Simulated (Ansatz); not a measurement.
# Formation energy of AlAs

Level of theory: DFT, PBE, scalar-relativistic, no spin polarisation; plane waves to 420 eV with PAW datasets (Ansatz 0.2.0), 10×10×10 k-mesh, Gaussian smearing of 0.05 eV. The datasets are Ansatz's generated set soft_2.

The chain of runs began from a cell as deposited in COD, expanded in volume.

The structure is cubic, space group F-43m (No. 216). The conventional cell has a = 5.729 Å, b = 5.729 Å, c = 5.729 Å, α = 90.00°, β = 90.00°, γ = 90.00°. Around Al (site symmetry -43m) lie 4 As at 2.48 Å. As (site symmetry -43m) has 4 Al at 2.48 Å as nearest neighbours. (Shells end 15 % past the nearest neighbour.)

The elements were computed in their standard states with the same datasets, cutoff and functional. Total energies depend on the potentials used, so only differences within one code and one set of settings carry meaning.

Energy of the relaxed cell (2 atoms, smearing extrapolated to zero): -5394.616 eV. Elements, in eV/atom: Al -537.499, As -4856.136.

Problem. What is the formation energy?

Solution. [-5394.616 − (1 × -537.499 + 1 × -4856.136)] / 2 = -0.49 eV/atom, or -47 kJ per mole of atoms.

The value is for 0 K, without zero-point energy. A negative value shows stability against the elements alone, not against other compounds or structures.

Bader charges against formal ones: Al +1.95 (+3), As −1.95 (−3). The cations give up 65 % of the formal charge; Bader charges stay under formal ones because the anions' density reaches into the cations' basins, the more so the higher the formal charge and the softer the anion.

Formal charges Al³⁺, As³⁻ balance and leave closed shells on every ion, so a band insulator is expected, and the gap is 1.50 eV.

Kohn–Sham gaps of semilocal functionals lie under measured ones, often by a third or more. The relaxed cell is 4 % larger in volume than the cell of this structure in the Crystallography Open Database (22.68 Å³/atom, 1992).
